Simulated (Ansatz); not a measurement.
Here is an Ansatz 0.2.0 calculation.

File input.yaml:

```yaml
crystal:
  lattice:
    - [-0.01128, 2.256, 2.256]
    - [2.256, -0.01128, 2.256]
    - [2.24472, 2.24472, 0.0]
  atoms:
    - { symbol: Hf, position: [0.0, 0.0, 0.0] }
    - { symbol: "N", position: [0.5, 0.5, 0.5] }
kpoints:
  mp_grid: { grid: [10, 10, 10] }
scf:
  occupations: { method: fermi_dirac, width: 0.05 }
hamiltonian:
  xc: pbe
  pseudopotentials: { kind: all_electron, lapw: { basis_error: 0.001 } }
output:
  forces: true
  stress: true
  eigenvalues: true
```

Potentials or basis: all-electron LAPW, scalar-relativistic.

Run with:

```console
$ ansatz run input.yaml --threads 1 --pin off --max-ram 3072MiB --backend cpu --events-out ev --progress --plain --runs-dir out
```

Task: Predict the band gap on the k mesh.

Result: None (metal or under the smearing width).

Task: Estimate the pressure.

Result: 6.7 GPa.

Stress tensor (GPa, compression positive):
```
6.65 1.02 0.00
1.02 6.65 0.00
0.00 0.00 6.71
```

Spin-orbit coupling is left out, which matters for the levels of Hf.
